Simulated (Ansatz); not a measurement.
## Structure relaxation of S

Method: DFT PBE, scalar-relativistic, plane waves, PAW in Ansatz 0.2.0. Cutoff 420 eV, Γ-centred k mesh, Gaussian smearing, no spin polarisation in the final step.

This is the end of a relaxation of cell and atoms.

```yaml
crystal:
  lattice:
    - [6.10727, 0.00000, 0.00000]
    - [-1.90665, 10.71454, 0.00000]
    - [-2.53756, -1.94629, 15.86068]
  atoms:
    - { symbol: S, position: [0.07736, 0.44239, 0.72755] }
    - { symbol: S, position: [0.55452, 0.02470, 0.67692] }
    - { symbol: S, position: [0.32659, 0.62771, 0.90996] }
    - { symbol: S, position: [0.71441, 0.34154, 0.46079] }
    - { symbol: S, position: [0.05067, 0.70274, 0.93434] }
    - { symbol: S, position: [0.20403, 0.44439, 0.85427] }
    - { symbol: S, position: [0.92264, 0.55761, 0.27245] }
    - { symbol: S, position: [0.94933, 0.29726, 0.06566] }
    - { symbol: S, position: [0.11511, 0.78298, 0.59535] }
    - { symbol: S, position: [0.89830, 0.00398, 0.11352] }
    - { symbol: S, position: [0.88489, 0.21702, 0.40465] }
    - { symbol: S, position: [0.52878, 0.86108, 0.22808] }
    - { symbol: S, position: [0.67341, 0.37229, 0.09004] }
    - { symbol: S, position: [0.97143, 0.81036, 0.83838] }
    - { symbol: S, position: [0.67698, 0.57739, 0.34484] }
    - { symbol: S, position: [0.47122, 0.13892, 0.77192] }
    - { symbol: S, position: [0.02857, 0.18964, 0.16162] }
    - { symbol: S, position: [0.28559, 0.65846, 0.53921] }
    - { symbol: S, position: [0.56031, 0.95480, 0.12345] }
    - { symbol: S, position: [0.48932, 0.59798, 0.63581] }
    - { symbol: S, position: [0.72449, 0.03806, 0.41791] }
    - { symbol: S, position: [0.10170, 0.99602, 0.88648] }
    - { symbol: S, position: [0.27551, 0.96194, 0.58209] }
    - { symbol: S, position: [0.32302, 0.42261, 0.65516] }
    - { symbol: S, position: [0.44548, 0.97530, 0.32308] }
    - { symbol: S, position: [0.79597, 0.55561, 0.14573] }
    - { symbol: S, position: [0.43969, 0.04520, 0.87655] }
    - { symbol: S, position: [0.51068, 0.40202, 0.36419] }
```

Energies count from the standard state of S at the same level.

(1) What space group does it have?

(2) How far above the standard state of S does it lie?

(3) Is it a metal?

## Answers

(1) P-1 (No. 2). Conventional cell: a = 6.107 Å, b = 10.883 Å, c = 16.180 Å, α = 95.2°, β = 99.0°, γ = 100.1°. Around S on Wyckoff site i (2 atoms of the primitive cell) lie 2 S at 2.07 Å; S on Wyckoff site i (2 atoms of the primitive cell) is coordinated by 2 S at 2.07–2.08 Å; S on Wyckoff site i (2 atoms of the primitive cell) has 2 S at 2.07 Å; around S on Wyckoff site i (2 atoms of the primitive cell) lie 2 S at 2.07–2.08 Å.

(2) 0.016 eV/atom.

(3) No, the gap on the 6×4×2 mesh is 2.47 eV.

The final run used a 6×4×2 mesh on its 28-atom cell and 0.02 eV smearing. Weakly bound directions are ill-defined at this level, which has no dispersion term.

This form isn't the element's structure at ambient conditions.